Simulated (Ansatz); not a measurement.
# Platinum, simple cubic under r²SCAN: structure, energy and stiffness, part 3 of 3

What does r²SCAN give for platinum in the simple cubic structure? We relax it, solve it on a dense k-mesh, switch on spin-orbit coupling, then scale the cell to 7 volumes from 88 to 112 % of the relaxed one and try a fit of the equation of state. The k-meshes are 12×12×12 for the relaxation; 20×20×20 for the dense run; 12×12×12 for spin-orbit coupling; 14×14×14 for the volumes.

Ansatz 0.2.0; DFT, r2SCAN, plane waves (500 eV) with PAW, scalar-relativistic. The steps go on from the part before.

## Step 9: At 104 % of the relaxed volume

This is Pt in the simple cubic structure; at room conditions it is fcc.

Contents of input.yaml:

```yaml
crystal:
  lattice:
    - [2.6384191689, 0.0, 0.0]
    - [0.0, 2.6384191689, 0.0]
    - [0.0, 0.0, 2.6384191689]
  atoms:
    - { symbol: Pt, position: [0.0, 0.0, 0.0] }
hamiltonian:
  xc: r2scan
  pseudopotentials:
    kind: paw
    azcp:
      Pt: "pseudopotentials/Pt.paw.azcp"
basis:
  ecutwfc: 500
  fft_grid_basis: typed
kpoints:
  mp_grid: { grid: [14, 14, 14], shift: [0, 0, 0] }
magnetization:
  spin_polarized: false
scf:
  occupations: { method: fermi_dirac, width: 0.1 }
  lower_state_search: "off"
output:
  stress: true
  write_density: true
  write_potential: true
  elf: true
  volumetric_format: npy
```

Run with:

```
$ ansatz run input.yaml --threads 1 --pin off --max-ram 3584MiB --backend cpu --events-out ev --progress --plain --runs-dir out
```

Output, shortened:

```text
[...]
Pseudopotentials: kind: paw
Pseudopotential: Pt, paw, valence charge 18, recommended cutoff 500 eV (meta_gga), <dir>
Functional definition: r2SCAN
[...]
Crystal: 1 atoms, lattice volume = 18.367 Å³
Basis set: ecut = 500 eV, 461 PW (Γ), exchange–correlation on 80×80×80 points (64 copies of the dense FFT grid, shifted against one another)
Bands: 13, of which v1, the nominal top of the filled ones, is band 9 counted from 1 (8 counted from 0)
[...]
Fermi energy:    17.654364 eV
[...]
--- Stress (GPa, compression-positive) ---
       -7.044880      -0.000000       0.000000
        0.000000      -7.044880       0.000000
        0.000000       0.000000      -7.044880
  P = ⅓ Tr σ = -7.0449 GPa (-70.449 kbar)
--- Band table (eV; the first three rows and the last of 120) ---
  k-point 0: bands = ["-82.3615", "-35.7600", "-35.7600", "-35.7600", "9.2993", "11.9964", "11.9964", "17.8887", "17.8887", "17.8887", "33.4367", "33.4367", "33.4367"]
[...]
```

Run time: 6.3 s. Hardware: 1 thread of Intel Xeon Platinum 8259CL at 2.50GHz (Skylake/Cascade Lake), shared host; peak memory 0.52 GiB.

## Step 10: At 108 % of the relaxed volume

input.yaml: that of step 9 with these lines changed.

```diff
@@ -2,5 +2,5 @@
   lattice:
-    - [2.6384191689, 0.0, 0.0]
-    - [0.0, 2.6384191689, 0.0]
-    - [0.0, 0.0, 2.6384191689]
+    - [2.6718204257, 0.0, 0.0]
+    - [0.0, 2.6718204257, 0.0]
+    - [0.0, 0.0, 2.6718204257]
   atoms:
@@ -25,5 +25 @@
   stress: true
-  write_density: true
-  write_potential: true
-  elf: true
-  volumetric_format: npy
```

Run with:

```
$ ansatz run input.yaml --threads 1 --pin off --max-ram 3584MiB --backend cpu --events-out ev --progress --plain --runs-dir out
```

Output, shortened:

```text
[...]
Pseudopotentials: kind: paw
Pseudopotential: Pt, paw, valence charge 18, recommended cutoff 500 eV (meta_gga), <dir>
Functional definition: r2SCAN
[...]
Crystal: 1 atoms, lattice volume = 19.073 Å³
Basis set: ecut = 500 eV, 461 PW (Γ), exchange–correlation on 80×80×80 points (64 copies of the dense FFT grid, shifted against one another)
Bands: 13, of which v1, the nominal top of the filled ones, is band 9 counted from 1 (8 counted from 0)
[...]
SCF converged after 6 iterations
Free energy (F): -12536.309683 eV
[...]
E sigma→0 (E₀):  -12536.284622 eV
Entropy (-TS):   -0.050122 eV (-50.122 meV/atom)
Fermi energy:    16.722932 eV
[...]
--- Stress (GPa, compression-positive) ---
      -12.611201       0.000000       0.000000
        0.000000     -12.611201       0.000000
        0.000000       0.000000     -12.611201
  P = ⅓ Tr σ = -12.6112 GPa (-126.112 kbar)
```

Wall time 5 s (1 thread of Intel Xeon Platinum 8259CL at 2.50GHz (Skylake/Cascade Lake), shared host); peak memory 0.53 GiB.

## Step 11: At 112 % of the relaxed volume

input.yaml: that of step 10 with these lines changed.

```diff
@@ -2,5 +2,5 @@
   lattice:
-    - [2.6718204257, 0.0, 0.0]
-    - [0.0, 2.6718204257, 0.0]
-    - [0.0, 0.0, 2.6718204257]
+    - [2.7044068132, 0.0, 0.0]
+    - [0.0, 2.7044068132, 0.0]
+    - [0.0, 0.0, 2.7044068132]
   atoms:
@@ -25 +25,5 @@
   stress: true
+  write_density: true
+  write_potential: true
+  elf: true
+  volumetric_format: npy
```

Run with:

```
$ ansatz run input.yaml --threads 1 --pin off --max-ram 3584MiB --backend cpu --events-out ev --progress --plain --runs-dir out
```

Output, shortened:

```text
[...]
Pseudopotentials: kind: paw
Pseudopotential: Pt, paw, valence charge 18, recommended cutoff 500 eV (meta_gga), <dir>
Functional definition: r2SCAN
[...]
Crystal: 1 atoms, lattice volume = 19.780 Å³
Basis set: ecut = 500 eV, 485 PW (Γ), exchange–correlation on 80×80×80 points (64 copies of the dense FFT grid, shifted against one another)
Bands: 13, of which v1, the nominal top of the filled ones, is band 9 counted from 1 (8 counted from 0)
[...]
Fermi energy:    15.861352 eV
[...]
--- Stress (GPa, compression-positive) ---
      -16.862696       0.000000       0.000000
        0.000000     -16.862696       0.000000
       -0.000000       0.000000     -16.862696
  P = ⅓ Tr σ = -16.8627 GPa (-168.627 kbar)
--- Band table (eV; the first three rows and the last of 120) ---
  k-point 0: bands = ["-83.9340", "-37.3743", "-37.3743", "-37.3743", "8.1647", "10.7986", "10.7986", "16.0375", "16.0375", "16.0375", "31.2044", "31.2044", "31.2044"]
[...]
```

It took 5.8 s on 1 thread of Intel Xeon Platinum 8259CL at 2.50GHz (Skylake/Cascade Lake), shared host; peak memory 0.53 GiB.

## Step 12: The equation of state

All volumes keep the relaxed shape and fractional coordinates.

```tsv
V (Å³/atom)	E − E₀ (meV/atom)	P from the stress (GPa)	P from the fit (GPa)
15.541	210.8	36.86	36.58
16.247	85.1	21.46	21.16
16.954	19.2	9.51	9.20
17.660	-0.1	0.19	-0.09
18.367	17.0	-7.04	-7.30
19.073	62.1	-12.61	-12.90
19.780	128.8	-16.86	-17.21
```

Fit (Birch-Murnaghan, third order): V₀ = 17.652 Å³/atom, B₀ = 205 GPa, B₀′ = 5.3, largest residual 0.10 meV/atom.

The fit is made to E(σ → 0), while the stress belongs to the free energy F; that is one source of the offset between the two pressures.

## Step 13: Results

This closing draws on all 3 parts.

```
                      quantity                         value
space group (spins left aside)               Pm-3m (No. 221)
             conventional cell                   a = 2.604 Å
                        volume                17.660 Å³/atom
             shortest distance                       2.604 Å
               gap on the mesh  none (levels filled in part)
               relative to fcc                 +434 meV/atom
                   V₀, B₀, B₀′  17.652 Å³/atom, 205 GPa, 5.3
```

**Reading.** From the guessed start the volume grew by 8.3 % in 6 steps. It lies 434 meV/atom above the element's reference form at the same level (fcc, from a run of its own), so it is far from stable. Levels at the Fermi energy are filled in part, as in a metal. The total energy of the spin-orbit run lies +24.9 eV/atom from the scalar one, but the two kinds of run don't share a zero of energy: only differences within one kind count. B₀ comes out at 205 GPa. Relaxation kept the symmetry; phonons were not checked.
